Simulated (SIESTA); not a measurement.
Crystal: Ti.

```
Ti
1.0
     2.95000    0.00000    0.00000
    -1.47500    2.55477    0.00000
     0.00000    0.00000    4.68000
Ti
2
Direct
  0.66667 0.33333 0.75000
  0.33333 0.66667 0.25000
```

| Property | Result |
| --- | --- |
| Program | SIESTA 5.4.2 |
| Task | relaxation of cell and atoms |
| Functional | PBEsol |
| Potentials or basis | PseudoDojo 0.4 standard (PBEsol files) |
| Basis | DZP (energy shift 0.003 Ry; two zetas on semicore shells) |
| Grid cutoff | 1200 Ry |
| Energy shift | 0.003 Ry |
| k mesh | 8 × 8 × 4 |
| Occupations | fermi-dirac, width 0.05 eV |
| Spin | no spin polarisation |

At the start: pressure -5.8 GPa; volume 17.64 Å³/atom.

How do energy, volume and symmetry change on relaxing?

Over 13 steps the energy falls by 17.0 meV/atom and the volume is 16.75 Å³/atom (-5.0 %); space group P6_3/mmc (No. 194, to 0.05 Å).

Step by step:
```
step  energy change (eV)  largest force (eV/Å)  pressure (GPa)  volume (Å³)
   1              0.0000                0.0000           -5.81        35.27
   2             -0.0040                0.0000           -5.47        35.16
   3             -0.0340                0.0000            0.16        33.46
   4             -0.0336                0.0000           -0.49        33.64
   5             -0.0338                0.0000            0.46        33.37
   6             -0.0316                0.0000           -1.46        33.94
   7             -0.0325                0.0000            1.47        33.10
   8             -0.0339                0.0000           -0.08        33.52
   9             -0.0332                0.0000           -0.84        33.75
  10             -0.0340                0.0000           -0.09        33.52
  11             -0.0340                0.0000            0.35        33.40
  12             -0.0341                0.0000            0.16        33.45
  13             -0.0341                0.0000            0.01        33.50
```

Final structure:
```yaml
crystal:
  lattice:
    - [2.90236, 0.00000, 0.00000]
    - [-1.45118, 2.51351, 0.00000]
    - [0.00000, 0.00000, 4.59159]
  atoms:
    - { symbol: Ti, position: [0.66667, 0.33333, 0.75000] }
    - { symbol: Ti, position: [0.33333, 0.66667, 0.25000] }
```

Caveat: the basis of atomic orbitals isn't converged, which shifts pressures, moduli and gaps.
